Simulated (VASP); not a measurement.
Here is a VASP 6.6.1 calculation.

File INCAR:

```
ALGO = Fast
EDIFF = 1E-6
ENCUT = 520
GGA = PS
ISIF = 2
ISMEAR = -1
LASPH = True
LCHARG = False
LREAL = Auto
LWAVE = False
NBANDS = 81
NELM = 100
PREC = Accurate
SIGMA = 0.0388
```

The input KPOINTS:

```
Automatic mesh
0
Gamma
  2 2 2
  0.5 0.5 0.5
```

File POSCAR:

```
HfO2
1.0
   -3.5635770000     -3.5635770000      0.0000000000
    0.0000000000      0.0000000000      5.1799400000
   -3.5635770000      7.1271540000      0.0000000000
Hf O
6 12
Direct
    0.1658964200      0.5048672378      0.3333673815
    0.8295637595      0.4945491647      0.6617467973
    0.5029897394      0.5079950733      0.0063103262
    0.6689246039      0.0029214624      0.3321479139
    0.3439520646     -0.0043149148      0.6780154697
   -0.0051492269      0.0273752206      0.0004051173
    0.4982080271      0.6722494855      0.5006333056
    0.1423961561      0.7086591737      0.8368115333
    0.8278705170      0.7152190952      0.1791047778
    0.3251620493      0.8089377483      0.1534435765
    0.0207635942      0.7707869203      0.5034577149
    0.6631755116      0.8063940895      0.8463563436
    0.3321856101      0.3008351448      0.1729899480
   -0.0022761774      0.2949700190      0.4957458007
    0.6503496347      0.2807910902      0.8375985702
    0.4997271936      0.1764757893      0.5023098046
    0.1670536842      0.2175926748      0.8328988916
    0.8197449735      0.1962671382      0.1657162639
```

Potentials or basis: VASP PAW PBE potentials, release 64 (Hf_pv, O).

Launch:

```console
$ cat potpaw_PBE.64/Hf_pv/POTCAR potpaw_PBE.64/O/POTCAR > POTCAR
$ mpirun -np 1 vasp_std > vasp.out
```

Problem. Predict the band gap on the k mesh.

Solution. 4.82 eV.

Problem. Predict the largest force.

Solution. 1.942 eV/Å.

Stress tensor (GPa, compression positive):
```
-2.00 -0.23  0.57
-0.23 -0.11  1.52
 0.57  1.52 -3.71
```

Caveat: the k mesh is coarse (spacing up to 0.66 Å⁻¹), so the values aren't converged; the PAW data sets were made with another functional, which shifts forces and pressure a little; spin-orbit coupling is left out, which moves the levels of the heavy elements. A k mesh can miss the band edges.
